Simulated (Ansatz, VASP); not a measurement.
Two plane-wave programs on CdTe

Contents of INCAR:

```
SYSTEM = CdTe
PREC = Accurate
ENCUT = 520
EDIFF = 1E-7
ISMEAR = 0
SIGMA = 0.05
LREAL = .FALSE.
LASPH = .TRUE.
NELM = 100
ALGO = Normal
ISIF = 2
LWAVE = .FALSE.
LCHARG = .FALSE.
GGA = RE
IVDW = 13
NBANDS = 16
```

KPOINTS

```
regular mesh
0
G
  6 6 6
  0 0 0
```

The input POSCAR:

```
CdTe
1.0
    0.0000000000      2.9891939740      2.9891939740
    2.9891939740      0.0000000000      2.9891939740
    2.9891939740      2.9891939740      0.0000000000
Cd Te
1 1
Direct
    0.5000000000      0.5000000000      0.5000000000
    0.0000000000      0.0000000000      0.0000000000
```

Input for Ansatz:

```yaml
crystal:
  lattice:
    - [0.0, 2.989193974, 2.989193974]
    - [2.989193974, 0.0, 2.989193974]
    - [2.989193974, 2.989193974, 0.0]
  atoms:
    - { symbol: Cd, position: [0.5, 0.5, 0.5] }
    - { symbol: Te, position: [0.0, 0.0, 0.0] }
basis:
  ecutwfc: 420
  ecutrho_ratio: 4
kpoints:
  mp_grid: { grid: [6, 6, 6] }
hamiltonian:
  xc: revpbe
  dispersion: d4
scf:
  occupations: { method: gaussian, width: 0.05 }
output:
  forces: true
  stress: true
  eigenvalues: true
```

Alike in both runs: task single point; functional revPBE; dispersion D4; k mesh 6 × 6 × 6; occupations gaussian, width 0.05 eV; no spin polarisation.

|  | VASP | Ansatz |
| --- | --- | --- |
| version | VASP 6.6.1 | Ansatz 0.2.0 |
| potentials or method | VASP PAW PBE potentials, release 64 (Cd, Te) | scalar-relativistic, plane waves, PAW |
| plane-wave cutoff (eV) | 520 | 420 |
| valence electrons in the cell | 18 | 36 |

|  | VASP | Ansatz | Ansatz less VASP |
| --- | --- | --- | --- |
| gap on the k mesh at the Fermi level (eV) | none | none | - |
| pressure (GPa) | 1.3 | 1.1 | -0.20 |
| dispersion energy (meV/atom) | -759.3 | -759.5 | -0.21 |

A gap of «none» marks a metal or a gap that the smearing closes. The two sets of potentials don't hold the same shells in valence.

Caveats: the PAW data sets were made with another functional, which shifts forces and pressure a little (VASP); pairwise dispersion overbinds metals, which lowers pressure and volume. The runs have no spin-orbit coupling, so splittings on Te are missing.
